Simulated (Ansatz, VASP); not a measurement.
Two plane-wave programs on Sr

The input INCAR:

```
PREC     = Accurate       # precision mode
ENCUT    = 520            # plane-wave cutoff, eV
EDIFF    = 1E-8           # SCF threshold, eV
ISMEAR   = -1             # smearing method
SIGMA    = 0.08           # smearing width, eV
LREAL    = False          # projectors in reciprocal space
LASPH    = True           # aspherical terms in the spheres
NELM     = 100            # most SCF steps
ALGO     = Normal         # electronic algorithm
ISIF     = 2              # what is computed and relaxed
LWAVE    = False          # write WAVECAR
LCHARG   = False          # write CHGCAR
GGA      = PE             # functional
LEFG     = True         
NBANDS   = 17             # bands
```

KPOINTS

```
regular mesh
0
Gamma
  3 3 3
```

File POSCAR:

```
Sr
1.0
    0.0000000000      4.8091227721      4.8091227721
    4.8091227721      0.0000000000      4.8091227721
    4.8091227721      4.8091227721      0.0000000000
Sr
2
Direct
    0.0000000000      0.0000000000      0.0000000000
    0.2500000000      0.2500000000      0.2500000000
```

Input for Ansatz:

```yaml
crystal:
  lattice:
    - [0.0, 4.8091227721, 4.8091227721]
    - [4.8091227721, 0.0, 4.8091227721]
    - [4.8091227721, 4.8091227721, 0.0]
  atoms:
    - { symbol: Sr, position: [0.0, 0.0, 0.0] }
    - { symbol: Sr, position: [0.25, 0.25, 0.25] }
kpoints:
  mp_grid: { grid: [3, 3, 3] }
scf:
  occupations: { method: fermi_dirac, width: 0.08 }
hamiltonian:
  xc: pbe
  pseudopotentials: { kind: paw }
output:
  forces: true
  stress: true
  eigenvalues: true
  efg: { contact_densities: true }
```

Alike in both runs: task electric field gradients; functional PBE; k mesh 3 × 3 × 3; occupations fermi-dirac, width 0.08 eV; no spin polarisation.

```csv
,VASP,Ansatz
version,VASP 6.6.1,Ansatz 0.2.0
potentials or method,"VASP PAW PBE potentials, release 64 (Sr_sv)","PAW with Ansatz's default frozen-core files, scalar-relativistic"
plane-wave cutoff (eV),520,420
valence electrons in the cell,20,20
```

|  | VASP | Ansatz | Ansatz less VASP |
| --- | --- | --- | --- |
| pressure (GPa) | 0.1 | 0.1 | 0.00 |
| Vzz of the field gradient on the site that differs most (V/Å²) | 0.0 | 0.0 | 0.00 |

The functional is the same, so the differences come from potentials, cutoffs and numerics. Ansatz warned: «gradients_without_spin_orbit».

Caveats: the k mesh is coarse (spacing up to 0.38 Å⁻¹), so the values aren't converged.
